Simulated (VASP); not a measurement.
# Si3N4 (P6_3/m) in VASP: settings compared, part 2 of 2

VASP 6.6.1. Earlier steps stand in the parts before.

## 4. Relaxation of cell and atoms, LDA

INCAR reads:

```
ALGO = Normal
EDIFF = 1E-6
EDIFFG = -0.01
ENCUT = 600
GGA = CA
IBRION = 2
ISIF = 3
ISMEAR = 0
KPAR = 4
LASPH = True
LCHARG = False
LREAL = False
LWAVE = False
NELM = 80
NSW = 90
PREC = Accurate
SIGMA = 0.03
```

KPOINTS reads:

```
k-points
0
Gamma
  6 6 9
```

POSCAR reads:

```
Si3N4
1.0
    7.6044000000      0.0000000000      0.0000000000
   -3.8022000000      6.5856035805      0.0000000000
    0.0000000000      0.0000000000      2.9063000000
Si N
6 8
Direct
    0.7684770000      0.1745570000      0.2500000000
    0.5939200000      0.7684770000      0.7500000000
    0.8254430000      0.5939200000      0.2500000000
    0.2315230000      0.8254430000      0.7500000000
    0.4060800000      0.2315230000      0.2500000000
    0.1745570000      0.4060800000      0.7500000000
    0.0305000000      0.3302400000      0.2500000000
    0.7002600000      0.0305000000      0.7500000000
    0.6697600000      0.7002600000      0.2500000000
    0.9695000000      0.6697600000      0.7500000000
    0.2997400000      0.9695000000      0.2500000000
    0.3302400000      0.2997400000      0.7500000000
    0.6666666667      0.3333333333      0.2500000000
    0.3333333333      0.6666666667      0.7500000000
```

Potentials or basis: VASP PAW LDA potentials, release 64 (Si, N).

Command:

```
$ cat potpaw_LDA.64/Si/POTCAR potpaw_LDA.64/N/POTCAR > POTCAR
$ mpirun -np 4 vasp_std > vasp.out
```

OUTCAR:

```text
EDIFF = 1E-6
   EDIFFG = -0.01
   ENCUT = 600
   GGA = CA
   IBRION = 2
   ISIF = 3
   ISMEAR = 0
   LASPH = True
   LREAL = False
   NELM = 80
   NSW = 90
   PREC = Accurate

 ion  position               nearest neighbor table
   1  0.768  0.175  0.250-  13 1.73   8 1.74   8 1.74   7 1.74   3 3.00   5 3.00   2 3.05   2 3.05
                             6 3.05   6 3.05
   2  0.594  0.768  0.750-  14 1.73   9 1.74   9 1.74   8 1.74   6 3.00   4 3.00   1 3.05   1 3.05
                             3 3.05   3 3.05
   3  0.825  0.594  0.250-  13 1.73  10 1.74  10 1.74   9 1.74   1 3.00   5 3.00   4 3.05   4 3.05
                             2 3.05   2 3.05
   4  0.232  0.825  0.750-  14 1.73  11 1.74  11 1.74  10 1.74   6 3.00   2 3.00   5 3.05   5 3.05
                             3 3.05   3 3.05
   5  0.406  0.232  0.250-  13 1.73  12 1.74  12 1.74  11 1.74   3 3.00   1 3.00   4 3.05   4 3.05
                             6 3.05   6 3.05
   6  0.175  0.406  0.750-  14 1.73   7 1.74   7 1.74  12 1.74   4 3.00   2 3.00   1 3.05   1 3.05
[... 476 lines left out ...]
 E-fermi :   6.9284     XC(G=0): -11.2288

 val. band max:        6.7363943898   @ k =   0.0000   0.0000   0.1111
 cond. band min:      10.9656966621   @ k =   0.0000   0.0000   0.0000
 fundamental gap:      4.2293022722
 Fermi energy:         6.9283862943

 k-point     1 :       0.0000    0.0000    0.0000
  band No.  band energies     occupation
      1     -11.4255      2.00000
      2      -9.8995      2.00000
      3      -9.8995      2.00000
      4      -9.2707      2.00000
      5      -9.1304      2.00000
      6      -9.1304      2.00000
[... 1021 lines left out ...]
     39      13.9959      0.00000
     40      14.4392      0.00000

 [... further k-points ...]

------------------------ aborting loop because EDIFF is reached ----------------------------------------

  FORCE on cell =-STRESS in cart. coord.  units (eV):
  Direction    XX          YY          ZZ          XY          YZ          ZX
  --------------------------------------------------------------------------------------
  -------------------------------------------------------------------------------------
  Total        0.0168312      0.0168312     -0.0061386     -0.0000000      0.0000000      0.0000000
  in kB        0.1875406      0.1875406     -0.0683991     -0.0000001      0.0000000      0.0000000
  external PRESSURE =       0.1022273 kB  Pullay stress =       0.0000000 kB
[... 29 lines left out ...]
  FREE ENERGIE OF THE ION-ELECTRON SYSTEM (eV)
  ---------------------------------------------------
  free  energy   TOTEN  =      -126.5456529369 eV

  energy  without entropy=     -126.5456529369  energy(sigma->0) =     -126.54565294

 reached required accuracy - stopping structural energy minimisation
```

OSZICAR:

```text
N       E                     dE             d eps       ncg     rms          rms(c)
DAV:   1     0.326365367490E+03    0.32637E+03   -0.34956E+04  3200   0.166E+03
DAV:   2    -0.118454408846E+03   -0.44482E+03   -0.42701E+03  4168   0.304E+02
DAV:   3    -0.144163964679E+03   -0.25710E+02   -0.25546E+02  3832   0.806E+01
[... 77 lines left out ...]
       N       E                     dE             d eps       ncg     rms          rms(c)
DAV:   1    -0.126545649109E+03   -0.20963E-04   -0.21863E-03  3280   0.266E-01    0.179E-02
DAV:   2    -0.126545655105E+03   -0.59957E-05   -0.72846E-05  4032   0.433E-02    0.119E-02
DAV:   3    -0.126545653426E+03    0.16787E-05   -0.41062E-06  3256   0.127E-02    0.728E-03
DAV:   4    -0.126545652937E+03    0.48926E-06   -0.27618E-06  2664   0.905E-03
  11 F= -.12654565E+03 E0= -.12654565E+03  d E =-.250801E-04
```

Run time: 2.4 min. Hardware: 4 MPI ranks of Intel Xeon 6975P-C (Granite Rapids), shared host; peak memory 0.37 GiB.

Results:

```yaml
Free_energy: -126.5457 eV
Relaxed_volume: 10.27 Å³/atom
Relaxed_cell: a = 7.576 Å, b = 7.576 Å, c = 2.893 Å, α = 90.00°, β = 90.00°, γ = 120.00°
Space_group_after_relaxing_to_0.05_Å: P6_3/m (No. 176)
Energy_gained_by_relaxing: 1.2 meV/atom
Ionic_steps: 11
Pressure_after_relaxing: 0.0 GPa
Largest_force_after_relaxing: 0.009 eV/Å
Band_gap_on_the_k_mesh: 4.23 eV, indirect (least direct gap 4.41 eV)
```

Forces on the atoms (eV/Å):
```
Si  -0.004  0.004  0.000
Si  -0.006 -0.002  0.000
Si  -0.001 -0.006  0.000
Si   0.004 -0.004  0.000
Si   0.006  0.002  0.000
Si   0.001  0.006  0.000
N   -0.002 -0.009  0.000
N    0.007 -0.006  0.000
N    0.009  0.003  0.000
N    0.002  0.009  0.000
N   -0.007  0.006  0.000
N   -0.009 -0.003  0.000
N    0.000  0.000  0.000
N    0.000  0.000  0.000
```

The path:
```tsv
step	energy change (eV)	largest force (eV/Å)	pressure (GPa)	volume (Å³)
1	0.0000	0.0499	-2.96	145.55
2	0.0156	0.0847	4.37	141.54
3	-0.0160	0.0302	0.00	143.87
4	-0.0160	0.0305	0.05	143.83
5	-0.0163	0.0230	0.05	143.83
6	-0.0166	0.0399	0.05	143.81
7	-0.0167	0.0235	0.00	143.83
8	-0.0168	0.0162	-0.07	143.86
9	-0.0169	0.0140	-0.03	143.83
10	-0.0170	0.0113	0.03	143.78
11	-0.0170	0.0093	0.01	143.79
```

Final structure:
```
Si N
1.0
     7.57640    0.00000    0.00000
    -3.78820    6.56136    0.00000
     0.00000    0.00000    2.89250
Si N
6 8
Direct
  0.76746 0.17383 0.25000
  0.59363 0.76746 0.75000
  0.82617 0.59363 0.25000
  0.23254 0.82617 0.75000
  0.40637 0.23254 0.25000
  0.17383 0.40637 0.75000
  0.02951 0.33020 0.25000
  0.69931 0.02951 0.75000
  0.66980 0.69931 0.25000
  0.97049 0.66980 0.75000
  0.30069 0.97049 0.25000
  0.33020 0.30069 0.75000
  0.66667 0.33333 0.25000
  0.33333 0.66667 0.75000
```

Caveat: an odd mesh through Γ misses points on the zone boundary, where band edges often lie. LDA usually gives volumes a few per cent too small.
